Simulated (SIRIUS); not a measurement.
# KBr (Fm-3m) in SIRIUS: further runs, part 2 of 2

SIRIUS 7.12.0. The steps go on from the part before.

## 5. Equation of state, PBEsol, 35.94 Å³/atom

Contents of sirius.json:

```json
{
  "control": {
    "processing_unit": "cpu",
    "std_evp_solver_name": "lapack",
    "gen_evp_solver_name": "lapack",
    "verbosity": 2,
    "print_forces": false,
    "ortho_rf": true,
    "use_second_variation": true,
    "rmt_max": 3.0,
    "num_bands_to_print": 23,
    "save_wf": true
  },
  "parameters": {
    "electronic_structure_method": "full_potential_lapwlo",
    "xc_functionals": ["XC_GGA_X_PBE_SOL", "XC_GGA_C_PBE_SOL"],
    "core_relativity": "dirac",
    "valence_relativity": "iora",
    "num_fv_states": 23,
    "smearing": "fermi_dirac",
    "smearing_width": 0.0018374661,
    "pw_cutoff": 20,
    "gk_cutoff": 3.5,
    "lmax_apw": 10,
    "lmax_rho": 8,
    "lmax_pot": 8,
    "num_mag_dims": 0,
    "auto_rmt": 0,
    "ngridk": [7, 7, 7],
    "shiftk": [0, 0, 0],
    "num_dft_iter": 80,
    "energy_tol": 1e-07,
    "density_tol": 1e-05,
    "use_symmetry": true
  },
  "settings": {"tol_ne": 1e-10},
  "iterative_solver": {"type": "exact"},
  "mixer": {"type": "anderson", "beta": 0.5, "max_history": 8},
  "unit_cell": {
    "lattice_vectors": [[0.0, 6.2360962113, 6.2360962113], [6.2360962113, 0.0, 6.2360962113], [6.2360962113, 6.2360962113, 0.0]],
    "atom_types": ["Br", "K"],
    "atom_files": {"Br": "Br.json", "K": "K.json"},
    "atoms": {"Br": [[0.5, 0.5, 0.5]], "K": [[0.0, 0.0, 0.0]]}
  }
}
```

Contents of Br.json:

```json
{
  "name": "bromine",
  "symbol": "Br",
  "number": 35,
  "mass": 79.904,
  "rmin": 1e-06,
  "rmt": 2.4,
  "nrmt": 800,
  "rinf": 12.55,
  "core": "1s2s2p3s",
  "valence": [
    {"basis": [{"enu": -0.22, "dme": 0, "n": 0, "auto": 0}, {"enu": -0.22, "dme": 1, "n": 0, "auto": 0}]},
    {"l": 0, "n": 1, "basis": [{"enu": -0.2955, "dme": 0, "n": 0, "auto": 0}]},
    {"l": 1, "n": 2, "basis": [{"enu": -0.12, "dme": 0, "n": 0, "auto": 0}]},
    {"l": 2, "n": 3, "basis": [{"enu": -0.12, "dme": 0, "n": 0, "auto": 0}]},
    {"l": 3, "n": 4, "basis": [{"enu": -0.12, "dme": 0, "n": 0, "auto": 0}]}
  ],
  "lo": [
    {
      "l": 0,
      "basis": [{"enu": -0.2955, "dme": 0, "n": 0, "auto": 0}, {"enu": -0.2955, "dme": 1, "n": 0, "auto": 0}]
    },
    {
      "l": 0,
      "basis": [{"enu": -0.2955, "dme": 1, "n": 0, "auto": 0}, {"enu": -0.2955, "dme": 2, "n": 0, "auto": 0}]
    },
    {
      "l": 0,
      "basis": [{"enu": -0.2955, "dme": 0, "n": 0, "auto": 0}, {"enu": 1.7878, "dme": 0, "n": 0, "auto": 0}]
    },
    {"l": 1, "basis": [{"enu": -0.12, "dme": 0, "n": 0, "auto": 0}, {"enu": -0.12, "dme": 1, "n": 0, "auto": 0}]},
    {"l": 1, "basis": [{"enu": -0.12, "dme": 1, "n": 0, "auto": 0}, {"enu": -0.12, "dme": 2, "n": 0, "auto": 0}]},
    {
      "l": 1,
      "basis": [{"enu": -6.1836, "dme": 0, "n": 3, "auto": 1}, {"enu": -6.1836, "dme": 1, "n": 3, "auto": 1}]
    },
    {
      "l": 1,
      "basis": [{"enu": -0.12, "dme": 0, "n": 0, "auto": 0}, {"enu": 2.2758, "dme": 0, "n": 0, "auto": 0}]
    },
    {"l": 2, "basis": [{"enu": -0.12, "dme": 0, "n": 0, "auto": 0}, {"enu": -0.12, "dme": 1, "n": 0, "auto": 0}]},
    {
      "l": 2,
      "basis": [{"enu": -2.2902, "dme": 0, "n": 3, "auto": 1}, {"enu": -2.2902, "dme": 1, "n": 3, "auto": 1}]
    },
    {
      "l": 2,
      "basis": [{"enu": -2.2902, "dme": 1, "n": 3, "auto": 1}, {"enu": -0.12, "dme": 0, "n": 0, "auto": 0}]
    },
    {
      "l": 2,
      "basis": [{"enu": -0.12, "dme": 0, "n": 0, "auto": 0}, {"enu": 3.4911, "dme": 0, "n": 0, "auto": 0}]
    },
    {"l": 3, "basis": [{"enu": -0.12, "dme": 0, "n": 0, "auto": 0}, {"enu": -0.12, "dme": 1, "n": 0, "auto": 0}]},
    {
      "l": 3,
      "basis": [{"enu": -0.12, "dme": 0, "n": 0, "auto": 0}, {"enu": 2.9008, "dme": 0, "n": 0, "auto": 0}]
    }
  ],
  "free_atom": [... radial grid and density of the free atom, the start of the SCF ...]
}
```

Contents of K.json:

```json
{
  "name": "potassium",
  "symbol": "K",
  "number": 19,
  "mass": 39.0983,
  "rmin": 1e-06,
  "rmt": 2.4,
  "nrmt": 800,
  "rinf": 22.7,
  "core": "1s2s2p",
  "valence": [
    {"basis": [{"enu": -0.22, "dme": 0, "n": 0, "auto": 0}, {"enu": -0.22, "dme": 1, "n": 0, "auto": 0}]},
    {"l": 0, "n": 1, "basis": [{"enu": -0.12, "dme": 0, "n": 0, "auto": 0}]},
    {"l": 1, "n": 2, "basis": [{"enu": -0.12, "dme": 0, "n": 0, "auto": 0}]},
    {"l": 2, "n": 3, "basis": [{"enu": -0.12, "dme": 0, "n": 0, "auto": 0}]},
    {"l": 3, "n": 4, "basis": [{"enu": -0.12, "dme": 0, "n": 0, "auto": 0}]}
  ],
  "lo": [
    {"l": 0, "basis": [{"enu": -0.12, "dme": 0, "n": 0, "auto": 0}, {"enu": -0.12, "dme": 1, "n": 0, "auto": 0}]},
    {
      "l": 0,
      "basis": [{"enu": -1.3226, "dme": 0, "n": 3, "auto": 1}, {"enu": -1.3226, "dme": 1, "n": 3, "auto": 1}]
    },
    {
      "l": 0,
      "basis": [{"enu": -1.3226, "dme": 1, "n": 3, "auto": 1}, {"enu": -0.12, "dme": 0, "n": 0, "auto": 0}]
    },
    {
      "l": 0,
      "basis": [{"enu": -0.12, "dme": 0, "n": 0, "auto": 0}, {"enu": 2.6578, "dme": 0, "n": 0, "auto": 0}]
    },
    {"l": 1, "basis": [{"enu": -0.12, "dme": 0, "n": 0, "auto": 0}, {"enu": -0.12, "dme": 1, "n": 0, "auto": 0}]},
    {
      "l": 1,
      "basis": [{"enu": -0.7234, "dme": 0, "n": 3, "auto": 1}, {"enu": -0.7234, "dme": 1, "n": 3, "auto": 1}]
    },
    {
      "l": 1,
      "basis": [{"enu": -0.7234, "dme": 1, "n": 3, "auto": 1}, {"enu": -0.12, "dme": 0, "n": 0, "auto": 0}]
    },
    {
      "l": 1,
      "basis": [{"enu": -0.12, "dme": 0, "n": 0, "auto": 0}, {"enu": 3.0744, "dme": 0, "n": 0, "auto": 0}]
    },
    {"l": 2, "basis": [{"enu": -0.12, "dme": 0, "n": 0, "auto": 0}, {"enu": -0.12, "dme": 1, "n": 0, "auto": 0}]},
    {"l": 2, "basis": [{"enu": -0.12, "dme": 1, "n": 0, "auto": 0}, {"enu": -0.12, "dme": 2, "n": 0, "auto": 0}]},
    {
      "l": 2,
      "basis": [{"enu": -0.12, "dme": 0, "n": 0, "auto": 0}, {"enu": 2.5883, "dme": 0, "n": 0, "auto": 0}]
    },
    {"l": 3, "basis": [{"enu": -0.12, "dme": 0, "n": 0, "auto": 0}, {"enu": -0.12, "dme": 1, "n": 0, "auto": 0}]}
  ],
  "free_atom": [... radial grid and density of the free atom, the start of the SCF ...]
}
```

Contents of sirius_start.json:

```json
{
  "control": {
    "processing_unit": "cpu",
    "std_evp_solver_name": "lapack",
    "gen_evp_solver_name": "lapack",
    "verbosity": 1,
    "print_forces": false,
    "ortho_rf": true,
    "use_second_variation": true,
    "rmt_max": 3.0,
    "num_bands_to_print": 23,
    "save_wf": false
  },
  "parameters": {
    "electronic_structure_method": "full_potential_lapwlo",
    "xc_functionals": ["XC_LDA_X", "XC_LDA_C_PW"],
    "core_relativity": "dirac",
    "valence_relativity": "iora",
    "num_fv_states": 23,
    "smearing": "fermi_dirac",
    "smearing_width": 0.0055123983,
    "pw_cutoff": 20,
    "gk_cutoff": 2.8,
    "lmax_apw": 10,
    "lmax_rho": 8,
    "lmax_pot": 8,
    "num_mag_dims": 0,
    "auto_rmt": 0,
    "ngridk": [3, 3, 3],
    "shiftk": [0, 0, 0],
    "num_dft_iter": 30,
    "energy_tol": 0.01,
    "density_tol": 0.05,
    "use_symmetry": true
  },
  "settings": {"tol_ne": 1e-10},
  "iterative_solver": {"type": "exact"},
  "mixer": {"type": "anderson", "beta": 0.5, "max_history": 8},
  "unit_cell": {
    "lattice_vectors": [[0.0, 6.2360962113, 6.2360962113], [6.2360962113, 0.0, 6.2360962113], [6.2360962113, 6.2360962113, 0.0]],
    "atom_types": ["Br", "K"],
    "atom_files": {"Br": "Br.json", "K": "K.json"},
    "atoms": {"Br": [[0.5, 0.5, 0.5]], "K": [[0.0, 0.0, 0.0]]}
  }
}
```

On the command line:

```
$ OMP_NUM_THREADS=1 sirius.scf --input=sirius_start.json --output=start.json
$ OMP_NUM_THREADS=1 sirius.scf --input=sirius.json --output=output.json --task=1
```

Run time: 45 s. Hardware: 1 thread of Arm Neoverse V2, shared host; peak memory 0.51 GiB.

It converged, with:

* Free energy: -87249.6174 eV
* Band gap on the k mesh: 4.28 eV, direct
* All electrons inside the program's atomic spheres: Br 33.52; K 17.59 (radii Br 2.4, K 2.4 bohr)

## 6. Equation of state, PBEsol, 36.66 Å³/atom (volume scaled by 1.02)

sirius.json: that of step 5 with these lines changed.

```diff
@@ -39,3 +39,3 @@
   "unit_cell": {
-    "lattice_vectors": [[0.0, 6.2360962113, 6.2360962113], [6.2360962113, 0.0, 6.2360962113], [6.2360962113, 6.2360962113, 0.0]],
+    "lattice_vectors": [[0.0, 6.2773960652, 6.2773960652], [6.2773960652, 0.0, 6.2773960652], [6.2773960652, 6.2773960652, 0.0]],
     "atom_types": ["Br", "K"],
```

Br.json is that of step 5.

K.json is that of step 5.

sirius_start.json: that of step 5 with these lines changed.

```diff
@@ -39,3 +39,3 @@
   "unit_cell": {
-    "lattice_vectors": [[0.0, 6.2360962113, 6.2360962113], [6.2360962113, 0.0, 6.2360962113], [6.2360962113, 6.2360962113, 0.0]],
+    "lattice_vectors": [[0.0, 6.2773960652, 6.2773960652], [6.2773960652, 0.0, 6.2773960652], [6.2773960652, 6.2773960652, 0.0]],
     "atom_types": ["Br", "K"],
```

Potentials or basis: all-electron FP-LAPW, apw+lo standard.

On the command line:

```
$ OMP_NUM_THREADS=1 sirius.scf --input=sirius_start.json --output=start.json
$ OMP_NUM_THREADS=1 sirius.scf --input=sirius.json --output=output.json --task=1
```

It took 45 s on 1 thread of Arm Neoverse V2, shared host; peak memory 0.51 GiB.

It converged, with:

- Free energy: -87249.6131 eV
- Band gap on the k mesh: 4.24 eV, direct
- All electrons inside the program's atomic spheres: Br 33.51; K 17.58 (radii Br 2.4, K 2.4 bohr)

Caveat: an odd mesh through Γ misses points on the zone boundary, where band edges often lie.

## 7. Equation of state, PBEsol, 37.37 Å³/atom (volume scaled by 1.04)

sirius.json: that of step 6 with these lines changed.

```diff
@@ -39,3 +39,3 @@
   "unit_cell": {
-    "lattice_vectors": [[0.0, 6.2773960652, 6.2773960652], [6.2773960652, 0.0, 6.2773960652], [6.2773960652, 6.2773960652, 0.0]],
+    "lattice_vectors": [[0.0, 6.3181595196, 6.3181595196], [6.3181595196, 0.0, 6.3181595196], [6.3181595196, 6.3181595196, 0.0]],
     "atom_types": ["Br", "K"],
```

Br.json is that of step 6.

K.json is that of step 6.

sirius_start.json: that of step 6 with these lines changed.

```diff
@@ -39,3 +39,3 @@
   "unit_cell": {
-    "lattice_vectors": [[0.0, 6.2773960652, 6.2773960652], [6.2773960652, 0.0, 6.2773960652], [6.2773960652, 6.2773960652, 0.0]],
+    "lattice_vectors": [[0.0, 6.3181595196, 6.3181595196], [6.3181595196, 0.0, 6.3181595196], [6.3181595196, 6.3181595196, 0.0]],
     "atom_types": ["Br", "K"],
```

On the command line:

```
$ OMP_NUM_THREADS=1 sirius.scf --input=sirius_start.json --output=start.json
$ OMP_NUM_THREADS=1 sirius.scf --input=sirius.json --output=output.json --task=1
```

Run time: 46 s. Hardware: 1 thread of Arm Neoverse V2, shared host; peak memory 0.52 GiB.

It converged, with:

* Free energy: -87249.6069 eV
* Band gap on the k mesh: 4.19 eV, direct
* All electrons inside the program's atomic spheres: Br 33.51; K 17.58 (radii Br 2.4, K 2.4 bohr)

Caveat: an odd mesh through Γ misses points on the zone boundary, where band edges often lie.

## 8. Equation of state, PBEsol, 38.09 Å³/atom (volume scaled by 1.06)

sirius.json: that of step 7 with these lines changed.

```diff
@@ -39,3 +39,3 @@
   "unit_cell": {
-    "lattice_vectors": [[0.0, 6.3181595196, 6.3181595196], [6.3181595196, 0.0, 6.3181595196], [6.3181595196, 6.3181595196, 0.0]],
+    "lattice_vectors": [[0.0, 6.3584036589, 6.3584036589], [6.3584036589, 0.0, 6.3584036589], [6.3584036589, 6.3584036589, 0.0]],
     "atom_types": ["Br", "K"],
```

Contents of Br.json:

```json
{
  "name": "bromine",
  "symbol": "Br",
  "number": 35,
  "mass": 79.904,
  "rmin": 1e-06,
  "rmt": 2.4,
  "nrmt": 800,
  "rinf": 12.55,
  "core": "1s2s2p3s",
  "valence": [
    {"basis": [{"enu": -0.23, "dme": 0, "n": 0, "auto": 0}, {"enu": -0.23, "dme": 1, "n": 0, "auto": 0}]},
    {"l": 0, "n": 1, "basis": [{"enu": -0.3055, "dme": 0, "n": 0, "auto": 0}]},
    {"l": 1, "n": 2, "basis": [{"enu": -0.13, "dme": 0, "n": 0, "auto": 0}]},
    {"l": 2, "n": 3, "basis": [{"enu": -0.13, "dme": 0, "n": 0, "auto": 0}]},
    {"l": 3, "n": 4, "basis": [{"enu": -0.13, "dme": 0, "n": 0, "auto": 0}]}
  ],
  "lo": [
    {
      "l": 0,
      "basis": [{"enu": -0.3055, "dme": 0, "n": 0, "auto": 0}, {"enu": -0.3055, "dme": 1, "n": 0, "auto": 0}]
    },
    {
      "l": 0,
      "basis": [{"enu": -0.3055, "dme": 1, "n": 0, "auto": 0}, {"enu": -0.3055, "dme": 2, "n": 0, "auto": 0}]
    },
    {
      "l": 0,
      "basis": [{"enu": -0.3055, "dme": 0, "n": 0, "auto": 0}, {"enu": 1.7778, "dme": 0, "n": 0, "auto": 0}]
    },
    {"l": 1, "basis": [{"enu": -0.13, "dme": 0, "n": 0, "auto": 0}, {"enu": -0.13, "dme": 1, "n": 0, "auto": 0}]},
    {"l": 1, "basis": [{"enu": -0.13, "dme": 1, "n": 0, "auto": 0}, {"enu": -0.13, "dme": 2, "n": 0, "auto": 0}]},
    {
      "l": 1,
      "basis": [{"enu": -6.1936, "dme": 0, "n": 3, "auto": 1}, {"enu": -6.1936, "dme": 1, "n": 3, "auto": 1}]
    },
    {
      "l": 1,
      "basis": [{"enu": -0.13, "dme": 0, "n": 0, "auto": 0}, {"enu": 2.2658, "dme": 0, "n": 0, "auto": 0}]
    },
    {"l": 2, "basis": [{"enu": -0.13, "dme": 0, "n": 0, "auto": 0}, {"enu": -0.13, "dme": 1, "n": 0, "auto": 0}]},
    {
      "l": 2,
      "basis": [{"enu": -2.3002, "dme": 0, "n": 3, "auto": 1}, {"enu": -2.3002, "dme": 1, "n": 3, "auto": 1}]
    },
    {
      "l": 2,
      "basis": [{"enu": -2.3002, "dme": 1, "n": 3, "auto": 1}, {"enu": -0.13, "dme": 0, "n": 0, "auto": 0}]
    },
    {
      "l": 2,
      "basis": [{"enu": -0.13, "dme": 0, "n": 0, "auto": 0}, {"enu": 3.4811, "dme": 0, "n": 0, "auto": 0}]
    },
    {"l": 3, "basis": [{"enu": -0.13, "dme": 0, "n": 0, "auto": 0}, {"enu": -0.13, "dme": 1, "n": 0, "auto": 0}]},
    {
      "l": 3,
      "basis": [{"enu": -0.13, "dme": 0, "n": 0, "auto": 0}, {"enu": 2.8908, "dme": 0, "n": 0, "auto": 0}]
    }
  ],
  "free_atom": [... radial grid and density of the free atom, the start of the SCF ...]
}
```

Contents of K.json:

```json
{
  "name": "potassium",
  "symbol": "K",
  "number": 19,
  "mass": 39.0983,
  "rmin": 1e-06,
  "rmt": 2.4,
  "nrmt": 800,
  "rinf": 22.7,
  "core": "1s2s2p",
  "valence": [
    {"basis": [{"enu": -0.23, "dme": 0, "n": 0, "auto": 0}, {"enu": -0.23, "dme": 1, "n": 0, "auto": 0}]},
    {"l": 0, "n": 1, "basis": [{"enu": -0.13, "dme": 0, "n": 0, "auto": 0}]},
    {"l": 1, "n": 2, "basis": [{"enu": -0.13, "dme": 0, "n": 0, "auto": 0}]},
    {"l": 2, "n": 3, "basis": [{"enu": -0.13, "dme": 0, "n": 0, "auto": 0}]},
    {"l": 3, "n": 4, "basis": [{"enu": -0.13, "dme": 0, "n": 0, "auto": 0}]}
  ],
  "lo": [
    {"l": 0, "basis": [{"enu": -0.13, "dme": 0, "n": 0, "auto": 0}, {"enu": -0.13, "dme": 1, "n": 0, "auto": 0}]},
    {
      "l": 0,
      "basis": [{"enu": -1.3326, "dme": 0, "n": 3, "auto": 1}, {"enu": -1.3326, "dme": 1, "n": 3, "auto": 1}]
    },
    {
      "l": 0,
      "basis": [{"enu": -1.3326, "dme": 1, "n": 3, "auto": 1}, {"enu": -0.13, "dme": 0, "n": 0, "auto": 0}]
    },
    {
      "l": 0,
      "basis": [{"enu": -0.13, "dme": 0, "n": 0, "auto": 0}, {"enu": 2.6478, "dme": 0, "n": 0, "auto": 0}]
    },
    {"l": 1, "basis": [{"enu": -0.13, "dme": 0, "n": 0, "auto": 0}, {"enu": -0.13, "dme": 1, "n": 0, "auto": 0}]},
    {
      "l": 1,
      "basis": [{"enu": -0.7334, "dme": 0, "n": 3, "auto": 1}, {"enu": -0.7334, "dme": 1, "n": 3, "auto": 1}]
    },
    {
      "l": 1,
      "basis": [{"enu": -0.7334, "dme": 1, "n": 3, "auto": 1}, {"enu": -0.13, "dme": 0, "n": 0, "auto": 0}]
    },
    {
      "l": 1,
      "basis": [{"enu": -0.13, "dme": 0, "n": 0, "auto": 0}, {"enu": 3.0644, "dme": 0, "n": 0, "auto": 0}]
    },
    {"l": 2, "basis": [{"enu": -0.13, "dme": 0, "n": 0, "auto": 0}, {"enu": -0.13, "dme": 1, "n": 0, "auto": 0}]},
    {"l": 2, "basis": [{"enu": -0.13, "dme": 1, "n": 0, "auto": 0}, {"enu": -0.13, "dme": 2, "n": 0, "auto": 0}]},
    {
      "l": 2,
      "basis": [{"enu": -0.13, "dme": 0, "n": 0, "auto": 0}, {"enu": 2.5783, "dme": 0, "n": 0, "auto": 0}]
    },
    {"l": 3, "basis": [{"enu": -0.13, "dme": 0, "n": 0, "auto": 0}, {"enu": -0.13, "dme": 1, "n": 0, "auto": 0}]}
  ],
  "free_atom": [... radial grid and density of the free atom, the start of the SCF ...]
}
```

sirius_start.json: that of step 7 with these lines changed.

```diff
@@ -39,3 +39,3 @@
   "unit_cell": {
-    "lattice_vectors": [[0.0, 6.3181595196, 6.3181595196], [6.3181595196, 0.0, 6.3181595196], [6.3181595196, 6.3181595196, 0.0]],
+    "lattice_vectors": [[0.0, 6.3584036589, 6.3584036589], [6.3584036589, 0.0, 6.3584036589], [6.3584036589, 6.3584036589, 0.0]],
     "atom_types": ["Br", "K"],
```

On the command line:

```
$ OMP_NUM_THREADS=1 sirius.scf --input=sirius_start.json --output=start.json
$ OMP_NUM_THREADS=1 sirius.scf --input=sirius.json --output=output.json --task=1
```

Wall time 47 s (1 thread of Arm Neoverse V2, shared host); peak memory 0.52 GiB.

Results (log left out):

```
Free energy                                       : -87249.5985 eV
Band gap on the k mesh                            : 4.15 eV, direct
All electrons inside the program's atomic spheres : Br 33.51; K 17.58 (radii Br 2.4, K 2.4 bohr)
```

Caveat: an odd mesh through Γ misses points on the zone boundary, where band edges often lie.

## 9. Equation of state, PBEsol

Potentials or basis: all-electron FP-LAPW, apw+lo standard.

This step only gathers the single runs of the series.

What came out:

```
Equilibrium volume                      : 35.12 Å³/atom
Bulk modulus                            : 15.2 GPa
Pressure derivative of the bulk modulus : 4.5 (rough: it moves with the points fitted)
```

Energy against volume, from the lowest point:
```csv
volume (Å³/atom),energy (meV/atom)
33.781,2.59
34.500,0.52
35.218,0.00
35.937,0.84
36.656,2.96
37.374,6.07
38.093,10.27
```
